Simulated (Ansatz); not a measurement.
# Structures of MnO2: which is lowest?

Plane-wave DFT in Ansatz with scalar-relativistic PAW potentials, cutoff 500 eV, Γ-centred meshes chosen by cell and gap, Gaussian smearing with energies taken to zero width. Every cell was relaxed (cell and atoms) in a run of its own, within the symmetry of its start. U_eff on d shells: Mn 3.9 eV. Functional: r2SCAN+U.

Relaxed structures (starts from databases or built by putting these elements on another compound's sites):
A. Pbcn, 12 atoms in the computed cell, a = 4.350 Å, b = 5.337 Å, c = 4.852 Å; sites (symmetry × multiplicity) Mn .2. × 4, O 1 × 8; start: built
B. I4_1/amd, 6 atoms in the computed cell, a = 3.744 Å, c = 8.994 Å; sites (symmetry × multiplicity) Mn -4m2 × 4, O 2mm. × 8; start: built

Rank them by energy. Could pressure change the order?

| structure | group | E − E(lowest) (meV/atom) | V (Å³/atom) | gap on mesh (eV) |
| --- | --- | --- | --- | --- |
| A | Pbcn | 0.0 | 9.39 | 0.26 |
| B | I4_1/amd | 92 | 10.50 | 0.00 |

A is lowest, 92 meV/atom under B. The lowest is also the densest of these, so pressure wouldn't bring one of the others in at first order. Other structures may lie lower than all of these, and vibrations aren't counted.

The state reached may not be the lowest one. Moments started parallel, and an antiferromagnetic order may lie lower. Magnetic cells started from one order each; another order can shift an energy by tens of meV per atom.